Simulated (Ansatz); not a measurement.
Crystal: KF (Carobbiite).

```
CELL_PARAMETERS angstrom
0.00000 2.67185 2.67185
2.67185 0.00000 2.67185
2.67185 2.67185 0.00000
ATOMIC_POSITIONS crystal
K 0.00000 0.00000 0.00000
F 0.50000 0.50000 0.50000
```

Program: Ansatz 0.2.0. Alike in all runs: potentials or basis all-electron PAW datasets made for the crystal; no spin polarisation; cell as given; cutoff (eV) 310.

Question: Order these runs on this cell by their band gap on the k mesh, lowest first.
A. level PBE0; k mesh 6 × 6 × 6; smearing fermi-dirac 0.05 eV
B. level HSE06; k mesh 6 × 6 × 6; smearing fermi-dirac 0.05 eV
C. level LDA; k mesh 9 × 9 × 9; smearing fixed

Answer: C (5.80 eV), B (8.18 eV), A (8.95 eV).

Caveats: an odd mesh through Γ misses points on the zone boundary, where band edges often lie (some runs).

Not every run made on this cell is shown here.
